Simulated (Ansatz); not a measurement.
# CsI: further runs on the relaxed cell

One table from this session's results is given with a row withheld; the runs are named, their logs left out.

Program: Ansatz 0.2.0. Level of theory: DFT PBE, scalar-relativistic, plane waves, PAW. These are calculated values, not measurements.

1 further run of the same task is left out (set aside as unsound or not needed).

## The structure to begin with

Symmetry: Pm-3m, No. 221, cubic system. The conventional cell has a = 4.666 Å, b = 4.666 Å, c = 4.666 Å, α = 90.00°, β = 90.00°, γ = 90.00°. Cs (site symmetry m-3m) has 8 I at 4.04 Å as nearest neighbours. Around I (site symmetry m-3m) lie 8 Cs at 4.04 Å.

As a file:

```cif
data_structure
_symmetry_space_group_name_H-M 'Pm-3m'
_symmetry_Int_Tables_number 221
_cell_length_a 4.6660
_cell_length_b 4.6660
_cell_length_c 4.6660
_cell_angle_alpha 90.000
_cell_angle_beta 90.000
_cell_angle_gamma 90.000
_cell_volume 101.59
loop_
_atom_site_label
_atom_site_type_symbol
_atom_site_symmetry_multiplicity
_atom_site_Wyckoff_symbol
_atom_site_fract_x
_atom_site_fract_y
_atom_site_fract_z
_atom_site_occupancy
Cs1 Cs 1 a 0.00000 0.00000 0.00000 1
I1 I 1 b 0.50000 0.50000 0.50000 1
```

It is the result of an earlier relaxation at this level (volume 50.79 Å³/atom; gap on the mesh: 3.69 eV).

The first run:

input.yaml reads:

```yaml
crystal:
  lattice:
    - [4.6660162087, 0.0, 0.0]
    - [0.0, 4.6660162087, 0.0]
    - [0.0, 0.0, 4.6660162087]
  atoms:
    - { symbol: Cs, position: [0.0, 0.0, 0.0] }
    - { symbol: I, position: [0.5, 0.5, 0.5] }
basis:
  ecutwfc: 420
kpoints:
  mp_grid: { grid: [6, 6, 6] }
  band_path:
    path:
      - [[0.0, 0.0, 0.0], [0.0, 0.5, 0.0], [0.5, 0.5, 0.0], [0.0, 0.0, 0.0], [0.5, 0.5, 0.5], [0.0, 0.5, 0.0]]
      - [[0.5, 0.5, 0.5], [0.5, 0.5, 0.0]]
    npoints: 14
hamiltonian:
  xc: pbe
scf:
  occupations: { method: gaussian, width: 0.02 }
  n_extra_bands: 6
output:
  forces: true
  stress: true
  eigenvalues: true
  populations: true
  dos: { projected: true, de: 0.02, nscf_kmesh: { grid: [9, 9, 9] } }
  bader: true
  write_density: true
  write_potential: true
  elf: true
  volumetric_format: npy
```

Run with:

```console
> ansatz run input.yaml --threads 1 --pin off --max-ram 2560MiB --backend cpu --events-out ev --progress --plain --runs-dir out
```

Among the steps run: Bands, states and charges; Band edges anywhere in the zone; Eigenvalues a small step from each edge; Back to the database's cell; Volume × 0.97; Point at V/V0 = 1.03; Volume × 0.94; The cell scaled to 1.06 of its volume; Point at V/V0 = 0.91; The cell scaled to 1.10 of its volume; Volume × 0.88.

One table of the session follows, with a row left open; its other results are not shown here.

It belongs to the step «Energy against volume». 

```
volume (Å³/atom)  energy above the lowest point (meV/atom)  pressure (GPa)  gap on the mesh (eV)
          44.698                                      29.3            1.75                  4.09
          46.222                                      15.4            1.19                  3.99
          47.746                                       6.4            0.72                  3.88
          49.270                                         ?               ?                     ?
          50.794                                       0.0            0.00                  3.69
          52.317                                       1.3           -0.27                  3.60
          53.841                                       5.0           -0.49                  3.53
          55.873                                      12.8           -0.74                  3.43
```

**Question.** Estimate the row for volume (Å³/atom) = 49.270.

Worked estimate for «energy above the lowest point (meV/atom)». A straight line through the neighbours (47.746, 6.4) and (50.794, 0.0) gives 6.4 + (0.0 − 6.4) × (49.270 − 47.746) / (50.794 − 47.746) = 3.2; a parabola fitted to 4 rows on both sides gives 1.5.

As computed: energy above the lowest point (meV/atom): 1.5; pressure (GPa): 0.33; gap on the mesh (eV): 3.78. In «energy above the lowest point (meV/atom)» the line misses by +1.7 and the parabola by 0.0.
